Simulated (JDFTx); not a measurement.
# LiF (Griceite) (Fm-3m) in JDFTx: equation of state

Aim: energy against volume of LiF (Griceite) in PBEsol, for its equilibrium volume and stiffness.

Everything below comes from runs of JDFTx 1.7.0 (patched build). Logs are shortened: lines on timing, memory, paths and dates and some standing lists are left out, and cuts for length are marked. The log counts tension as positive stress, the text compression.

## (1) The structure

It takes space group Fm-3m (No. 225, cubic). The conventional cell has a = 4.028 Å, b = 4.028 Å, c = 4.028 Å, α = 90.00°, β = 90.00°, γ = 90.00°. F (site symmetry m-3m) is surrounded by 6 Li at 2.01 Å. Li (site symmetry m-3m) has 6 F at 2.01 Å as nearest neighbours.

## (2) Equation of state, PBEsol, 7.68 Å³/atom (volume scaled by 0.94)

LiF.in

```
lattice \
    0.0000000000     3.7282150145     3.7282150145 \
    3.7282150145     0.0000000000     3.7282150145 \
    3.7282150145     3.7282150145     0.0000000000
coords-type Lattice
ion F      0.5000000000     0.5000000000     0.5000000000 1
ion Li     0.0000000000     0.0000000000     0.0000000000 1

ion-species pseudo/F.upf
ion-species pseudo/Li.upf
elec-cutoff 42 336
elec-ex-corr gga-PBEsol
kpoint-folding 11 11 11
elec-smearing Fermi 0.0018374661
elec-n-bands 10
electronic-SCF nIterations 100 energyDiffThreshold 1e-09
electronic-minimize nIterations 30 energyDiffThreshold 1e-7
forces-output-coords Cartesian

dump-name run.$VAR
dump End Ecomponents EigStats BandEigs Kpoints Forces Stress
```

Potentials or basis: PseudoDojo-SR-PBEsol-0.4.1-standard with smoothed tails.

Launch:

```bash
jdftx -c 1 -i LiF.in -o LiF.out
```

Output:

```text
*************** JDFTx 1.7.0 (patched build) ***************

[... 9 lines left out ...]
---------- Initializing the Grid ----------
R =
[            0      3.72822      3.72822  ]
[      3.72822            0      3.72822  ]
[      3.72822      3.72822            0  ]
unit cell volume = 103.641
G =
[  -0.842653   0.842653   0.842653  ]
[   0.842653  -0.842653   0.842653  ]
[   0.842653   0.842653  -0.842653  ]
Minimum fftbox size, Smin = [  44  44  44  ]
Chosen fftbox size, S = [  48  48  48  ]

---------- Initializing tighter grid for wavefunction operations ----------
R =
[            0      3.72822      3.72822  ]
[      3.72822            0      3.72822  ]
[      3.72822      3.72822            0  ]
unit cell volume = 103.641
G =
[  -0.842653   0.842653   0.842653  ]
[   0.842653  -0.842653   0.842653  ]
[   0.842653   0.842653  -0.842653  ]
Minimum fftbox size, Smin = [  32  32  32  ]
Chosen fftbox size, S = [  32  32  32  ]

---------- Exchange Correlation functional ----------
Initalized PBEsol GGA exchange.
Initalized PBEsol GGA correlation.

---------- Setting up pseudopotentials ----------
Width of ionic core gaussian charges (only for fluid interactions / plotting) set to 0

Reading pseudopotential file 'pseudo/F.upf':
  'F' pseudopotential, 'PBESOL' functional
  Generated using ONCVPSP code by D. R. Hamann
  7 valence electrons, 2 orbitals, 5 projectors, 832 radial grid points, with lMax = 2
    2S    l: 0   occupation:  2.0   eigenvalue: -1.092210
    2P    l: 1   occupation:  5.0   eigenvalue: -0.406148
  Core radius for overlap checks: 1.56 bohrs.

Reading pseudopotential file 'pseudo/Li.upf':
  'Li' pseudopotential, 'PBESOL' functional
  Generated using ONCVPSP code by D. R. Hamann
  3 valence electrons, 2 orbitals, 4 projectors, 1001 radial grid points, with lMax = 1
    1S    l: 0   occupation:  2.0   eigenvalue: -1.887917
    2S    l: 0   occupation:  1.0   eigenvalue: -0.103704
  Core radius for overlap checks: 1.34 bohrs.

Initialized 2 species with 2 total atoms.

Folded 1 k-points by 11x11x11 to 1331 k-points.

---------- Setting up k-points, bands, fillings ----------
Reduced to 56 k-points under symmetry.
Computing the number of bands and number of electrons
Calculating initial fillings.
nElectrons:  10.000000   nBands: 10   nStates: 56

----- Setting up reduced wavefunction bases (one per k-point) -----
average nbasis = 1347.368 , ideal nbasis = 1347.413

---------- Setting up ewald sum ----------
Optimum gaussian width for ewald sums = 1.693291 bohr.
Real space sum over 1331 unit cells with max indices [  5  5  5  ]
Reciprocal space sum over 2197 terms with max indices [  6  6  6  ]

---------- Allocating electronic variables ----------
Initializing wave functions:  linear combination of atomic orbitals
Note: number of bands (10) exceeds available atomic orbitals (6)
F pseudo-atom occupations:   s ( 2 )  p ( 5 )
Li pseudo-atom occupations:   s ( 2 1 )
	FillingsUpdate:  mu: +0.224610266  nElectrons: 10.000000
LCAOMinimize: Iter:   0  F: -31.2201743117742225  |grad|_K:  4.351e-03  alpha:  1.000e+00
	FillingsUpdate:  mu: +0.135960361  nElectrons: 10.000000
LCAOMinimize: Iter:   1  F: -31.2469653141903230  |grad|_K:  4.143e-04  alpha:  4.353e-01  linmin: -3.902e-01  cgtest:  9.164e-01
LCAOMinimize: Encountered beta<0, resetting CG.
[... 7 lines of inner loops ...]
	FillingsUpdate:  mu: +0.127201806  nElectrons: 10.000000
LCAOMinimize: Iter:   5  F: -31.2471929150183882  |grad|_K:  4.942e-09  alpha:  9.768e-01  linmin: -6.165e-02  cgtest:  2.834e-01
LCAOMinimize: Encountered beta<0, resetting CG.
LCAOMinimize: Converged (|Delta F|<1.000000e-06 for 2 iters).

-------- Electronic minimization -----------
Will mix electronic density at each iteration.
	FillingsUpdate:  mu: +0.127201806  nElectrons: 10.000000
	FillingsUpdate:  mu: +0.123905731  nElectrons: 10.000000
SCF: Cycle:  0   F: -31.263007926564480   dF: -1.582e-02   |Residual|: 6.942e-02   |deigs|: 6.216e-01
	FillingsUpdate:  mu: +0.100000000  nElectrons: 10.000000
SCF: Cycle:  1   F: -31.266153656807418   dF: -3.146e-03   |Residual|: 7.122e-03   |deigs|: 1.519e-02
	FillingsUpdate:  mu: +0.100000000  nElectrons: 10.000000
SCF: Cycle:  2   F: -31.266162093902054   dF: -8.437e-06   |Residual|: 4.058e-03   |deigs|: 1.159e-03
	FillingsUpdate:  mu: +0.100000000  nElectrons: 10.000000
SCF: Cycle:  3   F: -31.266163980260480   dF: -1.886e-06   |Residual|: 6.613e-04   |deigs|: 1.051e-03
	FillingsUpdate:  mu: +0.100000000  nElectrons: 10.000000
SCF: Cycle:  4   F: -31.266164221687845   dF: -2.414e-07   |Residual|: 2.135e-04   |deigs|: 1.771e-04
	FillingsUpdate:  mu: +0.100000000  nElectrons: 10.000000
SCF: Cycle:  5   F: -31.266164243680979   dF: -2.199e-08   |Residual|: 1.485e-05   |deigs|: 8.687e-05
	FillingsUpdate:  mu: +0.100000000  nElectrons: 10.000000
SCF: Cycle:  6   F: -31.266164244341152   dF: -6.602e-10   |Residual|: 7.565e-06   |deigs|: 5.448e-05
	FillingsUpdate:  mu: +0.100000000  nElectrons: 10.000000
SCF: Cycle:  7   F: -31.266164244439075   dF: -9.792e-11   |Residual|: 2.766e-06   |deigs|: 4.036e-05
SCF: Converged (|Delta E|<1.000000e-09 for 2 iters).

Setting wave functions to eigenvectors of Hamiltonian

# Stress tensor in Cartesian coordinates [Eh/a0^3]:
[ -0.000113539            0            0  ]
[            0 -0.000113539            0  ]
[            0            0 -0.000113539  ]

# Ionic positions in lattice coordinates:
ion F   0.500000000000000   0.500000000000000   0.500000000000000 1
ion Li   0.000000000000000   0.000000000000000   0.000000000000000 1

# Forces in Cartesian coordinates:
force F   0.000000000000000  -0.000000000000000   0.000000000000000 1
force Li  -0.000000000000000   0.000000000000000   0.000000000000000 1

# Energy components:
   Eewald =      -20.9008050937208658
       EH =        8.0177937053389297
     Eloc =      -26.1302732756943961
      Enl =       -7.1703238081056799
      Exc =       -7.1426925888959669
 Exc_core =        0.5792032386350161
       KE =       21.4809335780038886
-------------------------------------
     Etot =      -31.2661642444390715
       TS =        0.0000000000000034
-------------------------------------
        F =      -31.2661642444390750

IonicMinimize: Iter:   0  F: -31.266164244439075  |grad|_K:        nan
IonicMinimize: None of the convergence criteria satisfied after 0 iterations.

#--- Lowdin population analysis ---
# oxidation-state F -0.719
# oxidation-state Li +0.778

Dumping 'run.eigStats' ...
	eMin: -1.423403 at state 0 ( [ +0.000000 +0.000000 +0.000000 ] spin 0 )
	HOMO: +0.048737 at state 0 ( [ +0.000000 +0.000000 +0.000000 ] spin 0 )
	mu  : +0.100000
	LUMO: +0.398300 at state 0 ( [ +0.000000 +0.000000 +0.000000 ] spin 0 )
	eMax: +1.196213 at state 5 ( [ +0.000000 +0.000000 +0.454545 ] spin 0 )
	HOMO-LUMO gap: +0.349563
	Optical gap  : +0.349563 at state 0 ( [ +0.000000 +0.000000 +0.000000 ] spin 0 )
Done!
[note: mu as printed may lie anywhere between the filled and the empty levels]
```

Run time: 17 s. Hardware: 1 thread of Arm Neoverse V2, shared host; peak memory 0.07 GiB.

Results:

```
Free energy            : -850.7957 eV
Pressure               : 3.3 GPa
Band gap on the k mesh : 9.51 eV, direct
Loewdin charges        : F -0.72; Li +0.78 e
```

Caveat: an odd mesh through Γ misses points on the zone boundary, where band edges often lie.

## (3) Equation of state, PBEsol, 7.84 Å³/atom (volume scaled by 0.96)

LiF.in, as its differences from that of step 2:

```diff
@@ -1,5 +1,5 @@
 lattice \
-    0.0000000000     3.7282150145     3.7282150145 \
-    3.7282150145     0.0000000000     3.7282150145 \
-    3.7282150145     3.7282150145     0.0000000000
+    0.0000000000     3.7544709148     3.7544709148 \
+    3.7544709148     0.0000000000     3.7544709148 \
+    3.7544709148     3.7544709148     0.0000000000
 coords-type Lattice
```

Potentials or basis: PseudoDojo-SR-PBEsol-0.4.1-standard with smoothed tails.

Launch:

```bash
jdftx -c 1 -i LiF.in -o LiF.out
```

It took 18 s on 1 thread of Arm Neoverse V2, shared host; peak memory 0.07 GiB.

Results (log left out):

- Free energy: -850.8007 eV
- Pressure: 1.6 GPa
- Band gap on the k mesh: 9.31 eV, direct
- Loewdin charges: F -0.72; Li +0.78 e

Caveat: an odd mesh through Γ misses points on the zone boundary, where band edges often lie.

## (4) Equation of state, PBEsol, 8.01 Å³/atom (volume scaled by 0.98)

LiF.in, as its differences from that of step 3:

```diff
@@ -1,5 +1,5 @@
 lattice \
-    0.0000000000     3.7544709148     3.7544709148 \
-    3.7544709148     0.0000000000     3.7544709148 \
-    3.7544709148     3.7544709148     0.0000000000
+    0.0000000000     3.7803646359     3.7803646359 \
+    3.7803646359     0.0000000000     3.7803646359 \
+    3.7803646359     3.7803646359     0.0000000000
 coords-type Lattice
```

Launch:

```bash
jdftx -c 1 -i LiF.in -o LiF.out
```

It took 18 s on 1 thread of Arm Neoverse V2, shared host; peak memory 0.07 GiB.

It converged, with:

```
Free energy            : -850.8023 eV
Pressure               : 0.0 GPa
Band gap on the k mesh : 9.12 eV, direct
Loewdin charges        : F -0.72; Li +0.78 e
```

Caveat: an odd mesh through Γ misses points on the zone boundary, where band edges often lie.

## (5) Equation of state, PBEsol, 8.17 Å³/atom

LiF.in, as its differences from that of step 4:

```diff
@@ -1,5 +1,5 @@
 lattice \
-    0.0000000000     3.7803646359     3.7803646359 \
-    3.7803646359     0.0000000000     3.7803646359 \
-    3.7803646359     3.7803646359     0.0000000000
+    0.0000000000     3.8059084150     3.8059084150 \
+    3.8059084150     0.0000000000     3.8059084150 \
+    3.8059084150     3.8059084150     0.0000000000
 coords-type Lattice
```

Launch:

```bash
jdftx -c 1 -i LiF.in -o LiF.out
```

Wall time 18 s (1 thread of Arm Neoverse V2, shared host); peak memory 0.07 GiB.

The run converged. Its results:

- Free energy: -850.8009 eV
- Pressure: -1.4 GPa
- Band gap on the k mesh: 8.94 eV, direct
- Loewdin charges: F -0.72; Li +0.78 e

Caveat: an odd mesh through Γ misses points on the zone boundary, where band edges often lie.

## (6) Equation of state, PBEsol, 8.33 Å³/atom (volume scaled by 1.02)

LiF.in, as its differences from that of step 5:

```diff
@@ -1,5 +1,5 @@
 lattice \
-    0.0000000000     3.8059084150     3.8059084150 \
-    3.8059084150     0.0000000000     3.8059084150 \
-    3.8059084150     3.8059084150     0.0000000000
+    0.0000000000     3.8311138411     3.8311138411 \
+    3.8311138411     0.0000000000     3.8311138411 \
+    3.8311138411     3.8311138411     0.0000000000
 coords-type Lattice
```

Potentials or basis: PseudoDojo-SR-PBEsol-0.4.1-standard with smoothed tails.

Launch:

```bash
jdftx -c 1 -i LiF.in -o LiF.out
```

Wall time 18 s (1 thread of Arm Neoverse V2, shared host); peak memory 0.07 GiB.

Results (log left out):

| Quantity | Value |
| --- | --- |
| Free energy | -850.7968 eV |
| Pressure | -2.7 GPa |
| Band gap on the k mesh | 8.77 eV, direct |
| Loewdin charges | F -0.72; Li +0.78 e |

Caveat: an odd mesh through Γ misses points on the zone boundary, where band edges often lie.

## (7) Equation of state, PBEsol, 8.50 Å³/atom (volume scaled by 1.04)

LiF.in, as its differences from that of step 6:

```diff
@@ -1,5 +1,5 @@
 lattice \
-    0.0000000000     3.8311138411     3.8311138411 \
-    3.8311138411     0.0000000000     3.8311138411 \
-    3.8311138411     3.8311138411     0.0000000000
+    0.0000000000     3.8559919007     3.8559919007 \
+    3.8559919007     0.0000000000     3.8559919007 \
+    3.8559919007     3.8559919007     0.0000000000
 coords-type Lattice
```

Potentials or basis: PseudoDojo-SR-PBEsol-0.4.1-standard with smoothed tails.

Launch:

```bash
jdftx -c 1 -i LiF.in -o LiF.out
```

Output:

```text
*************** JDFTx 1.7.0 (patched build) ***************

[... 9 lines left out ...]
---------- Initializing the Grid ----------
R =
[            0      3.85599      3.85599  ]
[      3.85599            0      3.85599  ]
[      3.85599      3.85599            0  ]
unit cell volume = 114.667
G =
[   -0.81473    0.81473    0.81473  ]
[    0.81473   -0.81473    0.81473  ]
[    0.81473    0.81473   -0.81473  ]
Minimum fftbox size, Smin = [  48  48  48  ]
Chosen fftbox size, S = [  48  48  48  ]

---------- Initializing tighter grid for wavefunction operations ----------
R =
[            0      3.85599      3.85599  ]
[      3.85599            0      3.85599  ]
[      3.85599      3.85599            0  ]
unit cell volume = 114.667
G =
[   -0.81473    0.81473    0.81473  ]
[    0.81473   -0.81473    0.81473  ]
[    0.81473    0.81473   -0.81473  ]
Minimum fftbox size, Smin = [  32  32  32  ]
Chosen fftbox size, S = [  32  32  32  ]

---------- Exchange Correlation functional ----------
Initalized PBEsol GGA exchange.
Initalized PBEsol GGA correlation.

---------- Setting up pseudopotentials ----------
Width of ionic core gaussian charges (only for fluid interactions / plotting) set to 0

Reading pseudopotential file 'pseudo/F.upf':
  'F' pseudopotential, 'PBESOL' functional
  Generated using ONCVPSP code by D. R. Hamann
  7 valence electrons, 2 orbitals, 5 projectors, 832 radial grid points, with lMax = 2
    2S    l: 0   occupation:  2.0   eigenvalue: -1.092210
    2P    l: 1   occupation:  5.0   eigenvalue: -0.406148
  Core radius for overlap checks: 1.56 bohrs.

Reading pseudopotential file 'pseudo/Li.upf':
  'Li' pseudopotential, 'PBESOL' functional
  Generated using ONCVPSP code by D. R. Hamann
  3 valence electrons, 2 orbitals, 4 projectors, 1001 radial grid points, with lMax = 1
    1S    l: 0   occupation:  2.0   eigenvalue: -1.887917
    2S    l: 0   occupation:  1.0   eigenvalue: -0.103704
  Core radius for overlap checks: 1.34 bohrs.

Initialized 2 species with 2 total atoms.

Folded 1 k-points by 11x11x11 to 1331 k-points.

---------- Setting up k-points, bands, fillings ----------
Reduced to 56 k-points under symmetry.
Computing the number of bands and number of electrons
Calculating initial fillings.
nElectrons:  10.000000   nBands: 10   nStates: 56

----- Setting up reduced wavefunction bases (one per k-point) -----
average nbasis = 1491.272 , ideal nbasis = 1490.755

---------- Setting up ewald sum ----------
Optimum gaussian width for ewald sums = 1.751325 bohr.
Real space sum over 1331 unit cells with max indices [  5  5  5  ]
Reciprocal space sum over 2197 terms with max indices [  6  6  6  ]

---------- Allocating electronic variables ----------
Initializing wave functions:  linear combination of atomic orbitals
Note: number of bands (10) exceeds available atomic orbitals (6)
F pseudo-atom occupations:   s ( 2 )  p ( 5 )
Li pseudo-atom occupations:   s ( 2 1 )
	FillingsUpdate:  mu: +0.201416124  nElectrons: 10.000000
LCAOMinimize: Iter:   0  F: -31.2190308404679335  |grad|_K:  4.473e-03  alpha:  1.000e+00
	FillingsUpdate:  mu: +0.100000000  nElectrons: 10.000000
LCAOMinimize: Iter:   1  F: -31.2470930017613497  |grad|_K:  5.192e-04  alpha:  4.208e-01  linmin: -3.843e-01  cgtest:  9.138e-01
LCAOMinimize: Encountered beta<0, resetting CG.
[... 6 lines of inner loops ...]
LCAOMinimize: Iter:   4  F: -31.2474402565246443  |grad|_K:  2.803e-07  alpha:  4.470e-01  linmin:  6.338e-04  cgtest: -1.186e-03
	FillingsUpdate:  mu: +0.098762918  nElectrons: 10.000000
LCAOMinimize: Iter:   5  F: -31.2474402567425003  |grad|_K:  6.934e-09  alpha:  9.924e-01  linmin:  2.678e-02  cgtest: -1.034e-01
LCAOMinimize: Converged (|Delta F|<1.000000e-06 for 2 iters).

-------- Electronic minimization -----------
Will mix electronic density at each iteration.
	FillingsUpdate:  mu: +0.098762918  nElectrons: 10.000000
	FillingsUpdate:  mu: +0.095259296  nElectrons: 10.000000
SCF: Cycle:  0   F: -31.262327049899568   dF: -1.489e-02   |Residual|: 7.290e-02   |deigs|: 4.293e-01
	FillingsUpdate:  mu: +0.071777620  nElectrons: 10.000000
SCF: Cycle:  1   F: -31.265942296685182   dF: -3.615e-03   |Residual|: 7.389e-03   |deigs|: 1.565e-02
	FillingsUpdate:  mu: +0.073441925  nElectrons: 10.000000
SCF: Cycle:  2   F: -31.265959131775222   dF: -1.684e-05   |Residual|: 3.771e-03   |deigs|: 1.263e-03
	FillingsUpdate:  mu: +0.074253887  nElectrons: 10.000000
SCF: Cycle:  3   F: -31.265961159361527   dF: -2.028e-06   |Residual|: 8.663e-04   |deigs|: 1.076e-03
	FillingsUpdate:  mu: +0.073978166  nElectrons: 10.000000
SCF: Cycle:  4   F: -31.265961615150477   dF: -4.558e-07   |Residual|: 2.056e-04   |deigs|: 1.842e-04
	FillingsUpdate:  mu: +0.074044531  nElectrons: 10.000000
SCF: Cycle:  5   F: -31.265961636782105   dF: -2.163e-08   |Residual|: 2.216e-05   |deigs|: 7.151e-05
	FillingsUpdate:  mu: +0.074042682  nElectrons: 10.000000
SCF: Cycle:  6   F: -31.265961637658279   dF: -8.762e-10   |Residual|: 1.169e-05   |deigs|: 3.935e-05
	FillingsUpdate:  mu: +0.074041110  nElectrons: 10.000000
SCF: Cycle:  7   F: -31.265961637811941   dF: -1.537e-10   |Residual|: 3.104e-06   |deigs|: 2.923e-05
SCF: Converged (|Delta E|<1.000000e-09 for 2 iters).

Setting wave functions to eigenvectors of Hamiltonian

# Stress tensor in Cartesian coordinates [Eh/a0^3]:
[  0.000129737            0            0  ]
[            0  0.000129737            0  ]
[            0            0  0.000129737  ]

# Ionic positions in lattice coordinates:
ion F   0.500000000000000   0.500000000000000   0.500000000000000 1
ion Li   0.000000000000000   0.000000000000000   0.000000000000000 1

# Forces in Cartesian coordinates:
force F  -0.000000000000000   0.000000000000000   0.000000000000000 1
force Li  -0.000000000000000   0.000000000000000  -0.000000000000000 1

# Energy components:
   Eewald =      -20.2082103314072583
       EH =        8.4352321002837254
     Eloc =      -27.2008656481306659
      Enl =       -7.1492081158294205
      Exc =       -7.1190055287595779
 Exc_core =        0.5792031910797668
       KE =       21.3968926949514895
-------------------------------------
     Etot =      -31.2659616378119409
       TS =        0.0000000000000005
-------------------------------------
        F =      -31.2659616378119409

IonicMinimize: Iter:   0  F: -31.265961637811941  |grad|_K:  5.169e-41
IonicMinimize: Converged (|grad|_K<1.000000e-04).

#--- Lowdin population analysis ---
# oxidation-state F -0.717
# oxidation-state Li +0.776

Dumping 'run.eigStats' ...
	eMin: -1.461298 at state 0 ( [ +0.000000 +0.000000 +0.000000 ] spin 0 )
	HOMO: +0.018919 at state 0 ( [ +0.000000 +0.000000 +0.000000 ] spin 0 )
	mu  : +0.074041
	LUMO: +0.335162 at state 0 ( [ +0.000000 +0.000000 +0.000000 ] spin 0 )
	eMax: +1.099301 at state 5 ( [ +0.000000 +0.000000 +0.454545 ] spin 0 )
	HOMO-LUMO gap: +0.316243
	Optical gap  : +0.316243 at state 0 ( [ +0.000000 +0.000000 +0.000000 ] spin 0 )
Done!
[note: mu as printed may lie anywhere between the filled and the empty levels]
```

It took 18 s on 1 thread of Arm Neoverse V2, shared host; peak memory 0.07 GiB.

Results:

```
Free energy            : -850.7902 eV
Pressure               : -3.8 GPa
Band gap on the k mesh : 8.61 eV, direct
Loewdin charges        : F -0.72; Li +0.78 e
```

Caveat: an odd mesh through Γ misses points on the zone boundary, where band edges often lie.

## (8) Equation of state, PBEsol, 8.66 Å³/atom (volume scaled by 1.06)

LiF.in, as its differences from that of step 7:

```diff
@@ -1,5 +1,5 @@
 lattice \
-    0.0000000000     3.8559919007     3.8559919007 \
-    3.8559919007     0.0000000000     3.8559919007 \
-    3.8559919007     3.8559919007     0.0000000000
+    0.0000000000     3.8805530210     3.8805530210 \
+    3.8805530210     0.0000000000     3.8805530210 \
+    3.8805530210     3.8805530210     0.0000000000
 coords-type Lattice
```

Launch:

```bash
jdftx -c 1 -i LiF.in -o LiF.out
```

Run time: 29 s. Hardware: 1 thread of Arm Neoverse V2, shared host; peak memory 0.08 GiB.

Results (log left out):

| Quantity | Value |
| --- | --- |
| Free energy | -850.7813 eV |
| Pressure | -4.8 GPa |
| Band gap on the k mesh | 8.45 eV, direct |
| Loewdin charges | F -0.72; Li +0.78 e |

Caveat: an odd mesh through Γ misses points on the zone boundary, where band edges often lie.

## (9) Equation of state, PBEsol

Potentials or basis: PseudoDojo-SR-PBEsol-0.4.1-standard with smoothed tails.

No new run: the results of the series are fitted here.

Results:

| Property | Result |
| --- | --- |
| Equilibrium volume | 8.01 Å³/atom |
| Bulk modulus | 73 GPa |
| Pressure derivative of the bulk modulus | 4.2 |

Energy against volume, from the lowest point:
```csv
volume (Å³/atom),energy (meV/atom)
7.679,3.33
7.842,0.82
8.006,0.00
8.169,0.70
8.333,2.78
8.496,6.09
8.659,10.50
```
